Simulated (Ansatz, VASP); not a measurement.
**Ir in VASP and in Ansatz**

Contents of INCAR:

```
  ALGO = Fast
  EDIFF = 1E-7
  ENCUT = 520
  GGA = CA
  ISIF = 2
  ISMEAR = 0
  LASPH = T
  LCHARG = F
  LREAL = F
  LWAVE = F
  NBANDS = 10
  NELM = 100
  PREC = Accurate
  SIGMA = 0.15
```

File KPOINTS:

```
k-points
0
Gamma
  22 22 22
```

File POSCAR:

```
Ir
1.0
    0.0000000000      1.8882936738      1.8882936738
    1.8882936738      0.0000000000      1.8882936738
    1.8882936738      1.8882936738      0.0000000000
Ir
1
Direct
    0.0000000000      0.0000000000      0.0000000000
```

Input for Ansatz:

```yaml
crystal:
  lattice:
    - [0.0, 1.8882936738, 1.8882936738]
    - [1.8882936738, 0.0, 1.8882936738]
    - [1.8882936738, 1.8882936738, 0.0]
  atoms:
    - { symbol: Ir, position: [0.0, 0.0, 0.0] }
basis:
  ecutwfc: 420
kpoints:
  mp_grid: { grid: [22, 22, 22] }
hamiltonian:
  xc: lda
  pseudopotentials: { kind: paw, azcp: { folder: soft_1 } }
scf:
  occupations: { method: gaussian, width: 0.15 }
output:
  forces: true
  stress: true
  eigenvalues: true
```

Alike in both runs: task single point; functional LDA; k mesh 22 × 22 × 22; occupations gaussian, width 0.15 eV; no spin polarisation.

```csv
,VASP,Ansatz
version,VASP 6.6.1,Ansatz 0.2.0
potentials or method,"VASP PAW LDA potentials, release 64 (Ir)","scalar-relativistic, plane waves, PAW"
plane-wave cutoff (eV),520,420
valence electrons in the cell,9,17
```

VASP gave:

```
gap on the k mesh at the Fermi level (eV) : none
pressure (GPa)                            : 14.9
```

Task: Which values does Ansatz return?

Result: gap on the k mesh at the Fermi level (eV): none; pressure (GPa): 11.9.

A gap of «none» marks a metal or a gap that the smearing closes. The two sets of potentials don't hold the same shells in valence. Ansatz warned: «pseudo_functional_mismatch».

The runs have no spin-orbit coupling, so splittings on Ir are missing.
